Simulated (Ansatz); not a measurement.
AlN (F-43m) from a database structure (r2SCAN geometry), in Ansatz:

```
Al N
1.0
     0.00000    2.18488    2.18488
     2.18488    0.00000    2.18488
     2.18488    2.18488    0.00000
Al N
1 1
Direct
  0.00000 0.00000 0.00000
  0.75000 0.75000 0.75000
```

G0W0@PBE with 154 empty bands, a screening cutoff of 220 eV and an 8×8×8 mesh (PAW, contour deformation) gives 4.809 eV over the mesh points, from a PBE gap of 3.325 eV; it sums over 158 bands with 169 plane waves in the screening and a wave cutoff of 420 eV. G0W0 values are finite-basis, finite-mesh values. Calculated for a static, non-magnetic cell.

(1) Estimate the gap with potentials of the kind norm-conserving.

(2) Estimate the gap with starting point r2SCAN.

(3) Estimate the gap with mesh 10×10×10, empty bands 33, screening cutoff 80 eV.

## Answers

(1) 4.827 eV (+0.018 eV), from a Kohn-Sham gap of 3.311 eV.

(2) 5.109 eV (+0.300 eV), from a Kohn-Sham gap of 3.941 eV.

(3) 4.397 eV (-0.412 eV), from a Kohn-Sham gap of 3.325 eV.
